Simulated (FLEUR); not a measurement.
# BaTiO3 (R3m) in FLEUR: band structure with PBEsol

Aim: the band structure of BaTiO3 with PBEsol.

Everything below comes from runs of FLEUR MaX-R8.1 (later development tree). Logs are shortened: lines on timing, memory, paths and dates and some standing lists are left out, and cuts for length are marked.

## 1. The structure

It takes space group R3m (No. 160, trigonal). The conventional cell has a = 5.655 Å, b = 5.655 Å, c = 6.955 Å, α = 90.00°, β = 90.00°, γ = 120.00°. Around Ba (site symmetry 3m) lie 12 O at 2.79 to 2.89 Å. Ti (site symmetry 3m) has 6 O at 1.87 to 2.14 Å as nearest neighbours. O (site symmetry m) is surrounded by 2 Ti at 1.87 to 2.14 Å.

## 2. Band structure, PBEsol

Contents of inp.xml:

```xml
<?xml version="1.0" encoding="UTF-8" standalone="no"?>
<fleurInput fleurInputVersion="0.39">
   <comment>
      BaTiO3                                                                                              
   </comment>
   <calculationSetup>
      <cutoffs Kmax="5.27" Gmax="16.3" GmaxXC="16.3" numbands="0"/>
      <scfLoop itmax="60" minDistance="0.00001" maxIterBroyd="15" imix="Anderson" alpha="0.05" precondParam="0.0" spinf="2.0" sdNocoIR="T"/>
      <coreElectrons ctail="T" frcor="F" kcrel="0" coretail_lmax="0"/>
      <xcFunctional name="PBEs" relativisticCorrections="F"/>
      <magnetism jspins="1"/>
      <soc l_soc="F" theta="0.0" phi="0.0" spav="F"/>
      <expertModes spex="0" secvar="F"/>
      <geometryOptimization l_f="F" forcealpha="1.0" forcemix="BFGS" epsdisp="0.00001" epsforce="0.00001"/>
      <ldaU l_linMix="F" mixParam="0.05" spinf="1.0"/>
   </calculationSetup>
   <cell>
      <bzIntegration valenceElectrons="50.0" mode="hist" fermiSmearingEnergy="0.00183747">
         <kPointListSelection listName="default-1"/>
         <!-- k-points included here -->
         <xi:include xmlns:xi="http://www.w3.org/2001/XInclude" href="kpts.xml"> </xi:include>
      </bzIntegration>
      <!-- symmetry operations included here -->
      <xi:include xmlns:xi="http://www.w3.org/2001/XInclude" href="sym.xml"> </xi:include>
[... 52 lines left out ...]
         <lo type="SCLO" l="2" n="3" eDeriv="2"/>
      </species>
   </atomSpecies>
   <atomGroups>
      <atomGroup species="Barium (Ba)">
         <relPos label="                   1">.0000000000 .0000000000 .0000000000</relPos>
         <force calculate="T" relaxXYZ="TTT"/>
      </atomGroup>
      <atomGroup species="Titanium (Ti)">
         <relPos label="                   2">.4845000000 .4845000000 .4845000000</relPos>
         <force calculate="T" relaxXYZ="TTT"/>
      </atomGroup>
      <atomGroup species="Oxygen (O)">
         <relPos label="                   3">-.4914000000 .0175000000 -.4914000000</relPos>
         <relPos label="                   4">.0175000000 -.4914000000 -.4914000000</relPos>
         <relPos label="                   5">-.4914000000 -.4914000000 .0175000000</relPos>
         <force calculate="T" relaxXYZ="TTT"/>
      </atomGroup>
   </atomGroups>
   <output dos="F" band="F" slice="F">
      <checks vchk="F" cdinf="F"/>
      <bandDOS minEnergy="-.5*Htr" maxEnergy="0.5*Htr" sigma="0.015" storeEVData="T"/>
      <vacuumDOS vacdos="F" integ="F" star="F" nstars="0" locx1="0.0" locy1="0.0" locx2="0.0" locy2="0.0" nstm="0" tworkf="0.0"/>
      <unfoldingBand unfoldBand="F" supercellX="1" supercellY="1" supercellZ="1"/>
      <plotting iplot="0" polar="F">
         <plot TwoD="T" vec1="  1.0  0.0  0.0" vec2="  0.0  1.0  0.0" vec3="  0.0  0.0  1.0" zero="  0.0  0.0  0.0" file="plot"/>
      </plotting>
      <chargeDensitySlicing numkpt="0" minEigenval="0.0" maxEigenval="0.0" nnne="0" pallst="F"/>
      <specialOutput eonly="F"/>
      <moessbauerParams electricFieldGradient="T" isomerShift="T" coreHyperfine="T" valenceHyperfine="T"/>
      <magneticCircularDichroism mcd="F" energyLo="-10.0" energyUp="0.0"/>
   </output>
  <!-- We include the file relax.xml here to enable relaxations (see documentation) -->
  <xi:include xmlns:xi="http://www.w3.org/2001/XInclude" href="relax.xml"> <xi:fallback/> </xi:include>
</fleurInput>
```

Contents of crystal.txt:

```
BaTiO3
&input cartesian=F /
2.8273666084  1.6323808724  2.3183934932
-2.8273666084  1.6323808724  2.3183934932
0.0000000000  -3.2647617449  2.3183934932
1.8897261246
1.0 1.0 1.0

5
56 0.0000000000  0.0000000000  0.0000000000
22 0.4845000000  0.4845000000  0.4845000000
8 0.5086000000  0.0175000000  0.5086000000
8 0.0175000000  0.5086000000  0.5086000000
8 0.5086000000  0.5086000000  0.0175000000

&kpt div1=7 div2=7 div3=7 gamma=T /
```

Contents of inp.xml (bands):

```
<?xml version="1.0" encoding="UTF-8" standalone="no"?>
<fleurInput fleurInputVersion="0.39">
   <comment>
      BaTiO3                                                                                              
   </comment>
   <calculationSetup>
      <cutoffs Kmax="5.27" Gmax="16.3" GmaxXC="16.3" numbands="0"/>
      <scfLoop itmax="60" minDistance="0.00001" maxIterBroyd="15" imix="Anderson" alpha="0.05" precondParam="0.0" spinf="2.0" sdNocoIR="T"/>
      <coreElectrons ctail="T" frcor="F" kcrel="0" coretail_lmax="0"/>
      <xcFunctional name="PBEs" relativisticCorrections="F"/>
      <magnetism jspins="1"/>
      <soc l_soc="F" theta="0.0" phi="0.0" spav="F"/>
      <expertModes spex="0" secvar="F"/>
      <geometryOptimization l_f="F" forcealpha="1.0" forcemix="BFGS" epsdisp="0.00001" epsforce="0.00001"/>
      <ldaU l_linMix="F" mixParam="0.05" spinf="1.0"/>
   </calculationSetup>
   <cell>
      <bzIntegration valenceElectrons="50.0" mode="hist" fermiSmearingEnergy="0.00183747">
         <kPointListSelection listName="path-1"/>
         <!-- k-points included here -->
         <xi:include xmlns:xi="http://www.w3.org/2001/XInclude" href="kpts.xml"> </xi:include>
      </bzIntegration>
      <!-- symmetry operations included here -->
[... 53 lines left out ...]
         <lo type="SCLO" l="2" n="3" eDeriv="2"/>
      </species>
   </atomSpecies>
   <atomGroups>
      <atomGroup species="Barium (Ba)">
         <relPos label="                   1">.0000000000 .0000000000 .0000000000</relPos>
         <force calculate="T" relaxXYZ="TTT"/>
      </atomGroup>
      <atomGroup species="Titanium (Ti)">
         <relPos label="                   2">.4845000000 .4845000000 .4845000000</relPos>
         <force calculate="T" relaxXYZ="TTT"/>
      </atomGroup>
      <atomGroup species="Oxygen (O)">
         <relPos label="                   3">-.4914000000 .0175000000 -.4914000000</relPos>
         <relPos label="                   4">.0175000000 -.4914000000 -.4914000000</relPos>
         <relPos label="                   5">-.4914000000 -.4914000000 .0175000000</relPos>
         <force calculate="T" relaxXYZ="TTT"/>
      </atomGroup>
   </atomGroups>
   <output dos="F" band="T" slice="F">
      <checks vchk="F" cdinf="F"/>
      <bandDOS minEnergy="-.5*Htr" maxEnergy="0.5*Htr" sigma="0.015" storeEVData="T"/>
      <vacuumDOS vacdos="F" integ="F" star="F" nstars="0" locx1="0.0" locy1="0.0" locx2="0.0" locy2="0.0" nstm="0" tworkf="0.0"/>
      <unfoldingBand unfoldBand="F" supercellX="1" supercellY="1" supercellZ="1"/>
      <plotting iplot="0" polar="F">
         <plot TwoD="T" vec1="  1.0  0.0  0.0" vec2="  0.0  1.0  0.0" vec3="  0.0  0.0  1.0" zero="  0.0  0.0  0.0" file="plot"/>
      </plotting>
      <chargeDensitySlicing numkpt="0" minEigenval="0.0" maxEigenval="0.0" nnne="0" pallst="F"/>
      <specialOutput eonly="F"/>
      <moessbauerParams electricFieldGradient="T" isomerShift="T" coreHyperfine="T" valenceHyperfine="T"/>
      <magneticCircularDichroism mcd="F" energyLo="-10.0" energyUp="0.0"/>
   </output>
  <!-- We include the file relax.xml here to enable relaxations (see documentation) -->
  <xi:include xmlns:xi="http://www.w3.org/2001/XInclude" href="relax.xml"> <xi:fallback/> </xi:include>
</fleurInput>
```

Potentials or basis: all-electron, FLAPW.

The run is started by

```console
inpgen -f crystal.txt -profile fastHighL
# inp.xml edited to the form shown
mpirun -n 4 fleur_MPI -pe_per_kpt 1
mpirun -n 4 fleur_MPI -pe_per_kpt 1   # second run, on inp.xml (bands)
```

What it wrote:

```text
Welcome to FLEUR        (www.flapw.de)
      MaX-Release 8.1          (www.max-centre.eu)

 ========== k-point set info ==========
 Selected k-point list: default-1
 k-point list type: mesh
 7 x 7 x 7
 Number of k points: 44

 ------------Calculation Setup---------------------------
 Number of MPI-tasks      :            4
 Number of PE/node        :            4
 Number of OMP-threads    :            1
 Using exactly            1  PE per kpt
 Using exactly            1  PE per kpt
 k-points in parallel     :            4
 pe's per k-point         :            1
 No of k-point loops      :           11
 Using exactly            1  PE per kpt
 Using exactly            1  PE per kpt
 Eigenvalue solver        :       lapack
 Number of basis functions:         1291
 Approximate size of matrices (H+S) per k-point:         0.050 GB
 --------------------------------------------------------
 Iteration:     1   Distance:      27.39671027 me/bohr^3
 Iteration:     2   Distance:      22.68932739 me/bohr^3
 Iteration:     3   Distance:       8.12874535 me/bohr^3
 Iteration:     4   Distance:       7.55992762 me/bohr^3
 Iteration:     5   Distance:       5.15532082 me/bohr^3
 Iteration:     6   Distance:       2.72931110 me/bohr^3
 Iteration:     7   Distance:       0.76416854 me/bohr^3
 Iteration:     8   Distance:       0.51754037 me/bohr^3
 Iteration:     9   Distance:       0.14995675 me/bohr^3
 Iteration:    10   Distance:       0.07354494 me/bohr^3
 Iteration:    11   Distance:       0.02764908 me/bohr^3
 Iteration:    12   Distance:       0.01858437 me/bohr^3
 Iteration:    13   Distance:       0.01600250 me/bohr^3
 Iteration:    14   Distance:       0.00434782 me/bohr^3
 Iteration:    15   Distance:       0.00190688 me/bohr^3
 Iteration:    16   Distance:       0.00150502 me/bohr^3
 Iteration:    17   Distance:       0.00042545 me/bohr^3
 Iteration:    18   Distance:       0.00014030 me/bohr^3
 Iteration:    19   Distance:       0.00001561 me/bohr^3
 Iteration:    20   Distance:       0.00001347 me/bohr^3
 Iteration:    21   Distance:       0.00000313 me/bohr^3

 ********************************************************************
 Run finished successfully
 Stop message:
   all done
 ********************************************************************
```

It took 7.3 min on 4 MPI ranks of Arm Neoverse V1, shared host.

Results:

```yaml
Free_energy: -250738.1508 eV
Band_gap_on_the_k_mesh: 2.45 eV, indirect (least direct gap 2.75 eV)
Band_gap_along_the_path: 2.39 eV, indirect (least direct gap 2.72 eV)
Valence_electrons_inside_the_program's_atomic_spheres: Ba 17.25; Ti 9.09; O 4.56 (radii Ba 2.56, Ti 1.86, O 1.42 bohr)
```

Levels at the corners of the path, in eV from the valence-band top:
```tsv
point	band 22	band 23	band 24	band 25	band 26	band 27	band 28	band 29
Γ	-1.10	-0.50	-0.36	-0.36	2.39	2.39	2.54	4.57
L	-1.68	-1.62	-0.93	-0.80	2.55	3.83	3.93	4.54
B1	-2.29	-0.01	-0.01	0.00	4.39	4.54	4.54	6.63
B	-2.29	-0.01	-0.01	0.00	4.39	4.54	4.54	6.63
Z	-2.29	-0.01	-0.01	0.00	4.39	4.54	4.54	6.63
Γ	-1.10	-0.50	-0.36	-0.36	2.39	2.39	2.54	4.57
X	-1.61	-0.86	-0.82	-0.05	3.92	3.92	4.26	5.13
Q	-1.61	-0.86	-0.82	-0.05	3.92	3.92	4.26	5.13
F	-1.61	-0.86	-0.82	-0.05	3.92	3.92	4.26	5.13
P1	-2.29	-0.01	-0.01	0.00	4.39	4.54	4.54	6.63
Z	-2.29	-0.01	-0.01	0.00	4.39	4.54	4.54	6.63
L	-1.68	-1.62	-0.93	-0.80	2.55	3.83	3.93	4.54
P	-2.29	-0.01	-0.01	0.00	4.39	4.54	4.54	6.63
```

Core levels (eV from the Fermi level):
```
atom                                                                                                                                                                          levels
1 Ba  1s1/2 -37203.2, 2s1/2 -5870.5, 2p1/2 -5529.8, 2p3/2 -5148.4, 3s1/2 -1231.4, 3p1/2 -1088.5, 3p3/2 -1014.7, 4s1/2 -233.7, 3d3/2 -763.7, 3d5/2 -748.0, 4p1/2 -181.8, 4p3/2 -166.4
2 Ti                                                                                                                         1s1/2 -4855.5, 2s1/2 -530.2, 2p1/2 -441.6, 2p3/2 -435.9
 3 O                                                                                                                                                                    1s1/2 -502.0
 4 O                                                                                                                                                                    1s1/2 -502.0
 5 O                                                                                                                                                                    1s1/2 -502.0
```

Caveat: spin-orbit coupling is left out, which moves the levels of the heavy elements.
